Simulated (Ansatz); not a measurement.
Relaxation of Zr₂N

Level of theory: Ansatz 0.2.0, DFT PBEsol, scalar-relativistic, plane waves, PAW. Settings: 420 eV cutoff, 8×8×12 k-mesh, Gaussian smearing of 0.10 eV, no spin polarisation.

What was changed: uniaxial strain along a, with b, c and atoms relaxed: +2.0 %.

Command:

```bash
ansatz run input.yaml --threads 1 --pin off --max-ram 2560MiB --backend cpu --events-out ev --progress --plain --runs-dir out
```

Input:

```yaml
crystal:
  lattice:
    - [5.477449768, 0.0, 0.0]
    - [0.0, 5.3431985482, 0.0]
    - [0.0, 0.0, 3.2562598858]
  atoms:
    - { symbol: Zr, position: [0.2962523308, 0.2962523308, 0.0] }
    - { symbol: Zr, position: [0.7037476692, 0.7037476692, 0.0] }
    - { symbol: Zr, position: [0.7962523308, 0.2037476692, 0.5] }
    - { symbol: Zr, position: [0.2037476692, 0.7962523308, 0.5] }
    - { symbol: "N", position: [0.0, 0.0, 0.0] }
    - { symbol: "N", position: [0.5, 0.5, 0.5] }
basis:
  ecutwfc: 420
kpoints:
  mp_grid: { grid: [8, 8, 12] }
hamiltonian:
  xc: pbesol
scf:
  occupations: { method: gaussian, width: 0.1 }
output:
  forces: true
  stress: true
  eigenvalues: true
relax:
  adjacent_minimum: "off"
  f_tol: 0.008
  max_steps: 40
  cell: { stress_tol: 0.015, fix: [a, angles] }
```

F is the free energy. Steps run on the plane waves of an earlier cell, but the last one, and at times one on the way, on a freshly chosen basis, so a repeated geometry can differ a little in energy. The held parts of the cell keep their stress, so P needn't end at zero.

Steps:

| step | F − F(1) (eV) | largest force component (eV/Å) | V (Å³/atom) | P (GPa) |
| --- | --- | --- | --- | --- |
| 1 | 0.0000 | 0.083 | 15.884 | -1.75 |
| 2 | -0.0053 | 0.141 | 15.866 | -1.55 |
| 3 | -0.0155 | 0.078 | 15.829 | -1.20 |
| 4 | -0.0233 | 0.012 | 15.773 | -0.79 |
| 5 | -0.0237 | 0.007 | 15.750 | -0.55 |
| 6 | -0.0237 | 0.001 | 15.750 | -0.54 |
| 7 | -0.0238 | 0.000 | 15.748 | -0.52 |
| 8 | -0.0228 | 0.000 | 15.748 | -0.53 |
| 9 | -0.0229 | 0.000 | 15.747 | -0.51 |
| 10 | -0.0228 | 0.000 | 15.747 | -0.51 |

Relaxed structure:

```
CELL_PARAMETERS angstrom
5.47745 0.00000 0.00000
0.00000 5.28440 0.00000
0.00000 0.00000 3.26409
ATOMIC_POSITIONS crystal
Zr 0.31126 0.28162 0.00000
Zr 0.68874 0.71838 0.00000
Zr 0.81126 0.21838 0.50000
Zr 0.18874 0.78162 0.50000
N 0.00000 0.00000 0.00000
N 0.50000 0.50000 0.50000
```

Symmetry: Pnnm, No. 58, orthorhombic system. The conventional cell has a = 5.284 Å, b = 5.477 Å, c = 3.264 Å, α = 90.00°, β = 90.00°, γ = 90.00°. Zr (site symmetry m) is surrounded by 3 N at 2.25 to 2.26 Å. Around N (site symmetry 2/m) lie 6 Zr at 2.25 to 2.26 Å.

The run converged. Time: 5 min on 1 thread of Intel(R) Xeon(R) Platinum 8259CL CPU @ 2.50GHz (Skylake/Cascade Lake), on a shared host, peak memory 0.75 GiB.